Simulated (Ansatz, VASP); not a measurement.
# Mg: VASP beside Ansatz

File INCAR:

```
  PREC = Accurate
  ENCUT = 600
  EDIFF = 1E-6
  ISMEAR = -1
  SIGMA = 0.05
  LREAL = False
  LASPH = True
  NELM = 80
  ALGO = Fast
  ISIF = 3
  LWAVE = False
  LCHARG = False
  GGA = PS
  IVDW = 13
  IBRION = 2
  NSW = 40
  EDIFFG = -0.01
```

KPOINTS

```
regular mesh
0
Gamma
  10 10 5
```

File POSCAR:

```
Mg
1.0
    3.2093000000      0.0000000000      0.0000000000
   -1.6046500000      2.7793353284      0.0000000000
    0.0000000000      0.0000000000      5.2103000000
Mg
2
Direct
    0.6666666667      0.3333333333      0.7500000000
    0.3333333333      0.6666666667      0.2500000000
```

Contents of input.yaml:

```yaml
crystal:
  lattice:
    - [3.2093, 0.0, 0.0]
    - [-1.60465, 2.7793353284, 0.0]
    - [0.0, 0.0, 5.2103]
  atoms:
    - { symbol: Mg, position: [0.6666666667, 0.3333333333, 0.75] }
    - { symbol: Mg, position: [0.3333333333, 0.6666666667, 0.25] }
hamiltonian:
  xc: pbesol
  pseudopotentials: { kind: paw }
  dispersion: d4
kpoints:
  mp_grid: { grid: [10, 10, 5] }
scf:
  occupations: { method: fermi_dirac, width: 0.05 }
output:
  forces: true
  stress: true
relax:
  f_tol: 0.01
  max_steps: 40
  cell: { stress_tol: 0.05 }
```

Alike in both runs: task relaxation of cell and atoms; functional PBEsol; dispersion D4; k mesh 10 × 10 × 5; occupations fermi-dirac, width 0.05 eV; no spin polarisation.

```csv
,VASP,Ansatz
version,VASP 6.6.1,Ansatz 0.2.0
potentials or method,"VASP PAW PBE potentials, release 64 (Mg)",Ansatz PAW
plane-wave cutoff (eV),600,420
valence electrons in the cell,4,20
```

|  | VASP | Ansatz | Ansatz less VASP |
| --- | --- | --- | --- |
| relaxed volume (Å³/atom) | 23.23 | 23.23 | -0.002 |
| relaxed cell length with the largest relative difference (Å) | 5.320 | 5.326 | +0.0052 |
| energy change over the relaxation (meV/atom) | -3 | -3 | 0.0 |

The two sets of potentials don't hold the same shells in valence.

Caveats: the PAW data sets were made with another functional, which shifts forces and pressure a little (VASP); pairwise dispersion overbinds metals, which lowers pressure and volume (VASP); the plane-wave basis is chosen anew once the cell has moved, so the energies of steps on either side of that aren't comparable (Ansatz); the PAW data sets come from PBE, with cores solved anew for the run's functional, which leaves a small shift of forces and pressure (Ansatz).
